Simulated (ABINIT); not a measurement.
Runs of ABINIT 10.8.3 (patched build) on Pt. It takes space group Fm-3m (No. 225, cubic). Conventional cell: a = 3.922 Å, b = 3.922 Å, c = 3.922 Å, α = 90.00°, β = 90.00°, γ = 90.00°. Pt (site symmetry m-3m) has 12 Pt at 2.77 Å as nearest neighbours. 

```csv
task,level,spin,dispersion computed by,gap on the mesh (eV),pressure (GPa),V0 of scaled cells (Å³/atom),B0 (GPa)
equation of state,PW91+D3(BJ),off,simple-dftd3 1.7.0,-,-,15.43,263
band structure,PW91,"SOC, no magnetisation",-,none,11.9,-,-
band structure,WC,off,-,none,(b),-,-
equation of state,PBEsol,off,-,-,-,(c),287
equation of state,AM05,off,-,-,-,15.02,290
equation of state,revPBE+D3(BJ),off,-,-,-,(a),290
band structure,PBEsol,off,-,none,1.0,-,-
```

Alike in all rows: potentials or basis JTH PAW PBE v2.0; cell as given; k mesh 12 × 12 × 12; cutoff (eV) 435; smearing fermi-dirac 0.05 eV.

Q: Fill in the values left out.

A: (a) 14.96; (b) 3.2; (c) 15.14.

Caveats: the PAW data sets were made with another functional, which shifts forces and pressure a little; pressures at fixed basis lie under the slope of the energies (some runs); spin-orbit coupling is left out, which moves the levels of the heavy elements (some runs).

A k mesh can miss the band edges, and rows without SOC leave out spin-orbit coupling on Pt.

A gap of «none» marks a metal or a gap under the smearing width.

Runs at the PBE level aren't shown here.
